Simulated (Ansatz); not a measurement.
Below is a relaxed structure of Ge. The cell was found from a structure generator's guess, not taken from experiment.

Method: DFT PBE+D3(BJ), scalar-relativistic, plane waves, PAW (Ansatz). Cutoff 420 eV, Γ-centred mesh, Gaussian smearing, no spin polarisation.

```yaml
crystal:
  lattice:
    - [4.09041, 0.00000, 0.00000]
    - [-2.04520, 3.54240, 0.00000]
    - [0.00000, 0.00000, 3.32658]
  atoms:
    - { symbol: Ge, position: [0.66667, 0.33333, 0.14086] }
    - { symbol: Ge, position: [0.33333, 0.66667, 0.85914] }
```

Energies count from the standard state of Ge at the same level.

Task: Find its symmetry and describe it.

Result: P-3m1 (No. 164). Conventional cell: a = 4.090 Å, c = 3.327 Å. Ge is surrounded by 3 Ge at 2.54 Å.

Task: How far does it lie from the standard state of Ge?

Result: +0.28 eV/atom. So it is a metastable form at best.

Task: Is it a metal?

Result: Yes, bands cross the Fermi level on the 15×15×16 mesh.

The last run used a 15×15×16 mesh (in the run's order of axes) for its 2-atom cell and Gaussian smearing of 0.10 eV. A structure relaxed within its symmetry needn't be a true minimum.
